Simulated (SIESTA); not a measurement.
Wanted: an ASE script for a SIESTA 5.4.2 run.

```
Task                : density of states
Functional          : PBE
Potentials or basis : PseudoDojo 0.4 standard (PBE files)
Basis               : TZP (energy shift 0.003 Ry; two zetas on semicore shells)
Grid cutoff         : 800 Ry
Energy shift        : 0.003 Ry
k mesh              : 8 × 8 × 8
Occupations         : fermi-dirac, width 0.05 eV
Spin                : collinear spin, ferromagnetic start
Starting moments    : [1.0, 0.0] μB
broadening (eV)     : 0.1 eV
window from (eV)    : -25 eV
window to (eV)      : 15 eV
energy points       : 301
k mesh for the DOS  : 12 × 12 × 12
```

NiO:

```
Ni O
1.0
     0.00000    2.08590    2.08590
     2.08590    0.00000    2.08590
     2.08590    2.08590    0.00000
Ni O
1 1
Direct
  0.00000 0.00000 0.00000
  0.50000 0.50000 0.50000
```

The input as run:

run.py

```python
from ase import Atoms
from ase.calculators.siesta import Siesta
from ase.units import Ry, GPa

atoms = Atoms(
    ['Ni', 'O'],
    cell=[
        [0.0, 2.0859016414, 2.0859016414],
        [2.0859016414, 0.0, 2.0859016414],
        [2.0859016414, 2.0859016414, 0.0],
    ],
    scaled_positions=[
        [0.0, 0.0, 0.0],
        [0.5, 0.5, 0.5],
    ],
    pbc=True,
)

fdf = {
    'SCFMustConverge': False,
    'DM.InitSpin': ['  1   1.000', '  2   0.000'],
    'OccupationFunction': 'FD',
    'ElectronicTemperature': '0.05 eV',
    'MaxSCFIterations': '200',
    'SCF.Mixer.Method': 'Pulay',
    'SCF.Mixer.Weight': '0.1',
    'SCF.Mixer.History': '10',
    'SCF.DM.Tolerance': '5.0e-05',
    'SCF.H.Tolerance': '1.0e-03 eV',
    'WriteForces': 'true',
    'Charge.Mulliken': 'end',
    'ProjectedDensityOfStates': ['EF -25.0 15.0 0.1 301 eV'],
    'PDOS.kgrid.MonkhorstPack': [' 12   0   0  0.0', '  0  12   0  0.0', '  0   0  12  0.0'],
    'PAO.Basis': ['Ni.1 5', 'n=3 0 2', '  2.432 0.000', 'n=4 0 3', '  7.095 0.000 0.000', 'n=3 1 2', '  2.716 0.000', 'n=4 1 1', '  7.095', 'n=3 2 3', '  4.466 0.000 0.000'],
}
calc = Siesta(
    label="NiO",
    command="siesta < PREFIX.fdf > PREFIX.out",
    pseudo_path="pseudos",
    pseudo_qualifier="",
    xc=('GGA', 'PBE'),
    basis_set="TZP",
    mesh_cutoff=800 * Ry,
    energy_shift=0.003 * Ry,
    kpts=[8, 8, 8],
    spin="collinear",
    fdf_arguments=fdf,
)
atoms.calc = calc

print(f"energy = {atoms.get_potential_energy():.6f} eV")
free = atoms.get_potential_energy(force_consistent=True)
print(f"free energy = {free:.6f} eV")
print("forces (eV/A):")
print(atoms.get_forces(apply_constraint=False).round(6))
print("stress (GPa, Voigt order, tension positive):", (atoms.get_stress() / GPa).round(4))
```

Potentials or basis: PseudoDojo 0.4 standard (PBE files), TZP (energy shift 0.003 Ry; two zetas on semicore shells).

Run with:

```bash
$ python run.py
```

Results of the run:

* Pressure: 6.0 GPa
* Band gap on the k mesh: none (metal or under the smearing width)
* Net moment: 1.82 μB per cell
* Site moments: Ni +1.49; O +0.33 μB

Caveat: short orbitals over semicore shells can move pressures by several GPa; the basis of atomic orbitals isn't converged, which shifts pressures, moduli and gaps; a cell with one magnetic atom can't hold antiferromagnetic order, which such compounds often take; semilocal functionals often make such compounds metallic where correlation or magnetic order opens a gap, which also shifts bond lengths.

It took 2.7 min on 1 thread of Intel(R) Xeon(R) 6975P-C (Granite Rapids) (shared host), peak memory 0.3 GiB.
